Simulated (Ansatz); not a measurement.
Ligand exchange: C4H9ClO + CH7ClSi2 → C4H10O + CH6Cl2Si2

Species: C4H9ClO (2-chloroethyl ethyl ether) `CCOCCCl`, singlet; CH7ClSi2 `[SiH3]C[SiH2]Cl`, singlet; C4H10O (diethyl ether) `CCOCC`, singlet; CH6Cl2Si2 `[SiH3]C[SiH](Cl)Cl`, singlet. The partners trade Cl for H: C–Cl and Si–H bonds give way to C–H and Si–Cl.

Shapes, held fixed at every level: PBE0-D4/def2-TZVP. Flexible molecules stand in one conformer, not always the lowest. Programs: Ansatz 0.2.0. The zero-point and thermal change to 298 K, harmonic and unscaled (PBE0-D4/def2-TZVP), is +5.9 kJ/mol.

(1) Estimate ΔH(298 K) of this reaction.

## Answers

(1) The highest level, CCSD(T)/CBS estimate, gives ΔH(298 K) = -158.6 kJ/mol; the levels span -163.4 to -155.7. The column of differences is taken from that level and isn't an error. No measured value is set beside it here. The CBS estimate extrapolates MP2 from def2-TZVPP and def2-QZVPP and adds CCSD(T) − MP2 in the triple-zeta set, cores frozen.

```tsv
level	kind	ΔH(298 K) (kJ/mol)	less CCSD(T)/CBS estimate
HF/def2-SVP	Hartree–Fock	-157.0	+1.6
SPW92/def2-TZVPP	LDA	-156.0	+2.6
PBE0-D4/def2-TZVPP	global hybrid	-158.8	-0.2
r2SCAN0-D4/def2-TZVPP	global hybrid	-163.4	-4.8
B2PLYP/def2-TZVPP	double hybrid	-156.9	+1.7
CCSD(T)/def2-TZVPP	coupled cluster or CI	-155.7	+2.9
CCSD(T)/CBS estimate	coupled cluster or CI	-158.6	0.0
```
